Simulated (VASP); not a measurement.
Set up this calculation in VASP 6.6.1, as the native input.

| Quantity | Value |
| --- | --- |
| Task | band structure |
| Functional | PBEsol |
| Potentials or basis | VASP PAW PBE potentials, release 64 (As, Ga_d) |
| Cutoff | 520 eV |
| k mesh | 8 × 8 × 8 |
| Occupations | fermi-dirac, width 0.05 eV |
| Spin | no spin polarisation |
| Further INCAR settings | ALGO = Fast; EDIFF = 1e-06 |

The structure of GaAs lies in POSCAR:

```
GaAs
1.0
    0.0000000000      2.8268500000      2.8268500000
    2.8268500000      0.0000000000      2.8268500000
    2.8268500000      2.8268500000      0.0000000000
As Ga
1 1
Direct
    0.7500000000      0.7500000000      0.7500000000
    0.0000000000      0.0000000000      0.0000000000
```

These files were run (other wordings do the same):

INCAR

```
SYSTEM = GaAs
ALGO = Fast
EDIFF = 1E-6
ENCUT = 520
GGA = PS
ISIF = 2
ISMEAR = -1
LASPH = .True.
LCHARG = .False.
LREAL = .False.
LWAVE = .False.
NELM = 80
PREC = Accurate
SIGMA = 0.05
```

KPOINTS

```
k-points
0
Gamma
  8 8 8
  0 0 0
```

KPOINTS_OPT

```
path GXWKGLUWLK,UX
10
line-mode
reciprocal
 0.0000000000  0.0000000000  0.0000000000  G
 0.5000000000  0.0000000000  0.5000000000  X

 0.5000000000  0.0000000000  0.5000000000  X
 0.5000000000  0.2500000000  0.7500000000  W

 0.5000000000  0.2500000000  0.7500000000  W
 0.3750000000  0.3750000000  0.7500000000  K

 0.3750000000  0.3750000000  0.7500000000  K
 0.0000000000  0.0000000000  0.0000000000  G

 0.0000000000  0.0000000000  0.0000000000  G
 0.5000000000  0.5000000000  0.5000000000  L

 0.5000000000  0.5000000000  0.5000000000  L
 0.6250000000  0.2500000000  0.6250000000  U

 0.6250000000  0.2500000000  0.6250000000  U
 0.5000000000  0.2500000000  0.7500000000  W

 0.5000000000  0.2500000000  0.7500000000  W
 0.5000000000  0.5000000000  0.5000000000  L

 0.5000000000  0.5000000000  0.5000000000  L
 0.3750000000  0.3750000000  0.7500000000  K

 0.6250000000  0.2500000000  0.6250000000  U
 0.5000000000  0.0000000000  0.5000000000  X
```

Potentials or basis: VASP PAW PBE potentials, release 64 (As, Ga_d).

The run is started by

```bash
$ cat potpaw_PBE.64/As/POTCAR potpaw_PBE.64/Ga_d/POTCAR > POTCAR
$ mpirun -np 1 vasp_std > vasp.out
```

It gave:

| Property | Result |
| --- | --- |
| Pressure | 0.3 GPa |
| Band gap on the k mesh | 0.46 eV, direct |
| Band gap along the path | 0.46 eV, direct |

Caveat: the PAW data sets were made with another functional, which shifts forces and pressure a little.

It took 40 s on 1 thread of Intel(R) Xeon(R) Platinum 8488C (Sapphire Rapids), on a shared host, peak memory 0.18 GiB.
